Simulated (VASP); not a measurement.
Input of a VASP 6.6.1 run:

INCAR

```
SYSTEM = ZrB
  PREC = Accurate
  ENCUT = 520
  EDIFF = 1E-6
  ISMEAR = 0
  SIGMA = 0.1
  LREAL = .False.
  LASPH = .True.
  NELM = 100
  ALGO = Fast
  ISIF = 2
  LWAVE = .False.
  LCHARG = .False.
  GGA = PE
  NBANDS = 23
```

File KPOINTS:

```
Automatic mesh
0
Gamma
  12 12 10
  0 0 0
```

The input POSCAR:

```
ZrB
1.0
    2.4520505267      2.4520505267      0.0000000000
   -2.4520505267      2.4520505267      0.0000000000
    0.0000000000      0.0000000000      4.6098549903
Zr B
2 2
Direct
    0.0000000000      0.0000000000      0.0000000000
    0.5000000000      0.5000000000      0.5000000000
    0.5000000000      0.5000000000      0.0000000000
    0.0000000000      0.0000000000      0.5000000000
```

Potentials or basis: VASP PAW PBE potentials, release 64 (Zr_sv, B).

Command:

```bash
$ cat potpaw_PBE.64/Zr_sv/POTCAR potpaw_PBE.64/B/POTCAR > POTCAR
$ mpirun -np 1 vasp_std > vasp.out
```

What does it give for the band gap on the k mesh?

None (metal or under the smearing width).

What does it give for the pressure?

12.4 GPa.

Stress tensor (GPa, compression positive):
```
 4.48  0.00  0.00
 0.00  4.48  0.00
 0.00  0.00 28.18
```
